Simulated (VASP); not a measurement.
Here is a VASP 6.6.1 calculation.

File INCAR:

```
PREC = Accurate
ENCUT = 520
EDIFF = 1E-6
ISMEAR = 0
SIGMA = 0.05
LREAL = False
LASPH = True
NELM = 100
ALGO = Fast
ISIF = 2
LWAVE = False
LCHARG = True
GGA = PS
LELF = True
LVHAR = True
NBANDS = 20
```

The input KPOINTS:

```
Automatic mesh
0
Gamma
  12 12 12
```

The input POSCAR:

```
SnO2
1.0
    1.7071121059      0.9856016339      4.3076538790
   -1.7071121059      0.9856016339      4.3076538790
    0.0000000000     -1.9712032677      4.3076538790
Sn O
1 2
Direct
    0.5000000000      0.5000000000      0.5000000000
    0.2371700000      0.2371700000      0.2371700000
    0.7628300000      0.7628300000      0.7628300000
```

Potentials or basis: VASP PAW PBE potentials, release 64 (Sn_d, O).

The run is started by

```sh
$ cat potpaw_PBE.64/Sn_d/POTCAR potpaw_PBE.64/O/POTCAR > POTCAR
$ mpirun -np 1 vasp_std > vasp.out
```

Problem. Estimate the largest force.

Solution. 0.044 eV/Å.

Problem. Estimate the band gap on the k mesh.

Solution. 0.66 eV, indirect (least direct gap 0.71 eV).

Stress tensor (GPa, compression positive):
```
-18.40   0.00   0.00
  0.00 -18.40   0.00
  0.00   0.00  -3.30
```

Caveat: the PAW data sets were made with another functional, which shifts forces and pressure a little; spin-orbit coupling is left out, which moves the levels of the heavy elements. A k mesh can miss the band edges.
